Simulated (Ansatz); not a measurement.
SnO2: computed properties

Theory: DFT r2SCAN, scalar-relativistic, plane waves, PAW in Ansatz.

Cutoff 500 eV; k points 6×6×8 on the computed 6-atom cell (Γ-centred); Gaussian smearing, width 0.02 eV; no spin polarisation.

The structure is relaxed at this level of theory with its symmetry kept.

The structure is tetragonal, space group P4_2/mnm (No. 136). The conventional cell has a = 4.760 Å, b = 4.760 Å, c = 3.201 Å, α = 90.00°, β = 90.00°, γ = 90.00°. Around Sn (site symmetry mmm) lie 6 O at 2.06 to 2.07 Å. Around O (site symmetry m2m) lie 3 Sn at 2.06 to 2.07 Å.

```json
{"Volume per atom": "81.6 bohr³", "Formation energy from the elements' standard states (uncorrected)": "-1.869 eV/atom", "Generalised Kohn–Sham band gap": "1.77 eV, direct at Γ", "Löwdin character of the top 1 eV of the valence band": "O 2p 98 %", "Löwdin character of the lowest 1 eV of the conduction band": "Sn 5s 56 %, O 2s 25 %, O 2p 14 %", "Electron masses at the edge by Cartesian direction of the standard setting (m_e; degenerate bands sorted by energy; no spin-orbit coupling)": "x: 0.23; y: 0.23; z: 0.19", "Hole masses at the edge by Cartesian direction of the standard setting (m_e; degenerate bands sorted by energy; no spin-orbit coupling)": "x: 1.3; y: 1.3; z: 1.7", "Bulk modulus": "201 GPa", "Its pressure derivative": "5.2", "Electronic dielectric constant xx, yy, zz of the standard setting (independent particles)": "4.0, 4.0, 4.3", "Bader charges (e)": "Sn (2 in the cell) 2.62, O (4 in the cell) -1.31"}
```